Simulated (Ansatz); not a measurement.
**SnO2: band gap under strain**

Aim: follow the gap of the published phase of SnO2 through these states: +4.7 % shear in the xy plane. The table at the end shows which levels were run.

The runs shown are made with Ansatz 0.2.0. PAW datasets, plane waves. Computed at 0 K without zero-point motion; spin polarisation is off.

## 1. The structure to begin with

The unstrained cell was relaxed with r2SCAN; in each strained cell the atoms were relaxed again with r2SCAN. Names of k-points are those of the unstrained zone, where strain can split equivalent points. First state: +4.7 % shear in the xy plane.

The symmetry is Cmmm (No. 65, orthorhombic); conventional cell a = 6.574 Å, b = 6.890 Å, c = 3.200 Å, 12.08 Å³ an atom. Near Sn stand 6 O at 2.04–2.10 Å; near Sn stand 6 O at 2.02–2.09 Å; near O stand 3 Sn at 2.09–2.10 Å; near O stand 3 Sn at 2.02–2.04 Å.

Coordinates:

```cif
data_structure
_symmetry_space_group_name_H-M 'Cmmm'
_symmetry_Int_Tables_number 65
_cell_length_a 6.5745
_cell_length_b 6.8902
_cell_length_c 3.2002
_cell_angle_alpha 90.000
_cell_angle_beta 90.000
_cell_angle_gamma 90.000
_cell_volume 144.97
loop_
_atom_site_label
_atom_site_type_symbol
_atom_site_symmetry_multiplicity
_atom_site_Wyckoff_symbol
_atom_site_fract_x
_atom_site_fract_y
_atom_site_fract_z
_atom_site_occupancy
Sn1 Sn 2 a 0.00000 0.00000 0.00000 1
Sn2 Sn 2 c 0.00000 0.50000 0.50000 1
O1 O 4 i 0.00000 0.30548 0.00000 1
O2 O 4 h 0.69330 0.50000 0.50000 1
```

From earlier runs on the unstrained cell: PBE 1.10 eV, r2SCAN 1.77 eV, HSE06 2.84 eV; a = 4.760 Å, c = 3.200 Å.

## 2. +4.7 % shear in the xy plane: PBE

The input, input.yaml:

```yaml
crystal:
  lattice:
    - [4.7604948911, 0.1116336052, 0.0]
    - [0.1116336052, 4.7604948911, 0.0]
    - [0.0, 0.0, 3.2001628212]
  atoms:
    - { symbol: Sn, position: [0.0, 0.0, 0.0] }
    - { symbol: Sn, position: [0.5, 0.5, 0.5] }
    - { symbol: O, position: [0.3054792499, 0.3054792499, 0.0] }
    - { symbol: O, position: [0.1932983076, 0.8067016924, 0.5] }
    - { symbol: O, position: [0.6945207501, 0.6945207501, 0.0] }
    - { symbol: O, position: [0.8067016924, 0.1932983076, 0.5] }
kpoints:
  mp_grid: { grid: [6, 6, 8] }
  band_path:
    path:
      - [0.0, 0.0, 0.0]
      - [0.0, 0.5, 0.0]
      - [0.5, 0.5, 0.0]
      - [0.0, 0.0, 0.5]
      - [0.0, 0.5, 0.5]
      - [0.5, 0.5, 0.5]
    npoints: 1
hamiltonian:
  xc: pbe
scf:
  occupations: { method: fermi_dirac, width: 0.02 }
  n_extra_bands: 5
output:
  forces: true
  stress: true
  eigenvalues: true
```

Started as:

```bash
ansatz run input.yaml --threads 4 --pin off --max-ram 4608MiB --backend cpu --events-out ev --progress --plain --runs-dir out
```

The runs that follow: +4.7 % shear in the xy plane: r2SCAN; +4.7 % shear in the xy plane: HSE06.

Q: Predict the outcome of this session.

**Answer**, as computed:

Least gap in eV (negative: overlap), with the change from the unstrained cell in brackets:

| state | volume change (%) | PBE | r2SCAN | HSE06 |
| --- | --- | --- | --- | --- |
| +4.7 % shear in the xy plane | -0.1 | 1.10 (+0.00) | 1.77 (+0.00) | 2.84 (+0.00) |

**Reading.** The HSE06 gap hardly moves: by 0.001 eV at most. PBE and HSE06 differ by 1.74 eV on the unstrained gap, and by at most 0.00 eV on its change. Spin-orbit coupling is left out of the table, though the cell holds Sn (Z = 50); in an element this heavy it can shift bands and gaps by tenths of an eV.
